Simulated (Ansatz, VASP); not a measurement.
## Two plane-wave programs on Zr

Contents of INCAR:

```
SYSTEM = Zr
  PREC = Accurate
  ENCUT = 520
  EDIFF = 1E-6
  ISMEAR = -1
  SIGMA = 0.1
  LREAL = .False.
  LASPH = .True.
  NELM = 100
  ALGO = Normal
  ISIF = 2
  LWAVE = .False.
  LCHARG = .True.
  GGA = RE
  LELF = .True.
  LVHAR = .True.
  NBANDS = 12
```

File KPOINTS:

```
Automatic mesh
0
Gamma
  12 12 12
  0 0 0
```

File POSCAR:

```
Zr
1.0
    2.9723083056      0.0000000000      0.0000000000
    0.0000000000      2.9723083056      0.0000000000
    0.0000000000      0.0000000000      2.9723083056
Zr
1
Direct
    0.0000000000      0.0000000000      0.0000000000
```

Input for Ansatz:

```yaml
crystal:
  lattice:
    - [2.9723083056, 0.0, 0.0]
    - [0.0, 2.9723083056, 0.0]
    - [0.0, 0.0, 2.9723083056]
  atoms:
    - { symbol: Zr, position: [0.0, 0.0, 0.0] }
hamiltonian:
  xc: revpbe
  pseudopotentials:
    kind: paw
    azcp:
      Zr: "pseudopotentials/Zr.paw.azcp"
basis:
  ecutwfc: 420
  fft_grid_basis: typed
kpoints:
  mp_grid: { grid: [12, 12, 12], shift: [0, 0, 0] }
magnetization:
  spin_polarized: false
scf:
  occupations: { method: fermi_dirac, width: 0.1 }
  lower_state_search: "off"
output:
  stress: true
```

Alike in both runs: task single point; functional revPBE; k mesh 12 × 12 × 12; occupations fermi-dirac, width 0.1 eV; no spin polarisation.

```csv
,VASP,Ansatz
version,VASP 6.6.1,Ansatz 0.2.0
potentials or method,"VASP PAW PBE potentials, release 64 (Zr_sv)","plane waves (420 eV) with PAW, scalar-relativistic"
plane-wave cutoff (eV),520,420
valence electrons in the cell,12,12
```

|  | VASP | Ansatz | Ansatz less VASP |
| --- | --- | --- | --- |
| pressure (GPa) | -2.0 | -2.0 | -0.03 |

Caveats: the PAW data sets were made with another functional, which shifts forces and pressure a little (VASP).
